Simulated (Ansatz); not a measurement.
FeS2 (Pa-3): zone-centre phonons and dielectric response

Perturbation theory with PBEsol in the plane-wave code Ansatz on the PBEsol cell, ground state and force constants on a 4×4×4 mesh. No spin polarisation and no zero-point or thermal motion.

Space group Pa-3 (No. 205), cubic; conventional cell a = 5.324 Å, 12.57 Å³ an atom. Around Fe lie 6 S at 2.22 Å; around S lie 1 S at 2.18 Å and 3 Fe at 2.22 Å.

```
Fe S
1.0
     5.32385    0.00000    0.00000
     0.00000    5.32385    0.00000
     0.00000    0.00000    5.32385
Fe S
4 8
Direct
  0.00000 0.50000 0.50000
  0.50000 0.50000 0.00000
  0.50000 0.00000 0.50000
  0.00000 0.00000 0.00000
  0.38168 0.11832 0.88168
  0.11832 0.88168 0.38168
  0.88168 0.38168 0.11832
  0.61832 0.61832 0.61832
  0.38168 0.38168 0.38168
  0.11832 0.61832 0.88168
  0.88168 0.11832 0.61832
  0.61832 0.88168 0.11832
```

Optical modes without the longitudinal term:
```tsv
ω (cm⁻¹)	degeneracy	IR intensity, summed over the level ((D/Å)²/amu)
222	1	0.00
223	3	0.99
251	2	0.00
306	3	8.70
341	1	0.00
350	2	0.00
357	3	0.00
363	3	26.84
381	3	8.38
382	1	0.00
387	2	0.00
401	3	0.00
412	3	207.46
443	3	0.00
```

All optical modes at Γ are real, from 222 to 443 cm⁻¹ without the longitudinal term; this says nothing of other wave vectors. With the long-range field the highest mode reaches 472 cm⁻¹. The program warns that the force constants, and all that is formed from them, aren't settled on this k mesh. Of the real levels 5 are infrared active, the strongest at 412 cm⁻¹.

ε∞: 20.47 in all directions. With the ions relaxed, ε⁰ is 28.0 in all directions. Born charges, averaged over directions: Fe -5.20, S +2.60 e.

For comparison, on the r2SCAN cell the mean ε∞ is 15.12 with r2SCAN (ground state on 4×4×4; least gap 0.91 eV), 20.07 with PBE (ground state on 4×4×4; least gap 0.61 eV).
